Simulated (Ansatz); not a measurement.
The system is Zr.

```xyz
1
Lattice="-1.8100 1.8100 1.8100 1.8100 -1.8100 1.8100 1.8100 1.8100 -1.8100" Properties=species:S:1:pos:R:3 pbc="T T T"
Zr    0.0000    0.0000    0.0000
```

This isn't the form of Zr at room conditions, which is hcp.

```yaml
Program: Ansatz 0.2.0
Task: single point
Functional: PBE
Potentials_or_basis: all-electron LAPW, scalar-relativistic
Cutoff: 178 eV (chosen from the basis error)
Basis_error_allowed: 0.001 eV/atom
k_mesh: 10 × 10 × 10
Occupations: fermi-dirac, width 0.05 eV
Spin: no spin polarisation
```

On this cell: pressure -3.4 GPa; band gap on the k mesh none (metal or under the smearing width).

The same run follows on a disturbed copy (cell strained at random at fixed volume):

```
Zr
1.0
    -1.84427    1.86024    1.77457
     1.87912   -1.87150    1.82068
     1.75054    1.77777   -1.78583
Zr
1
Direct
  0.02239 0.99601 0.01201
```

Question: What changes?

Answer: The energy (extrapolated to zero smearing) moves by +5.7 meV/atom; pressure -3.3 GPa; band gap on the k mesh none (metal or under the smearing width).

Stress tensor (GPa, compression positive):
```
-3.26  1.40 -0.58
 1.40 -3.27  0.35
-0.58  0.35 -3.43
```
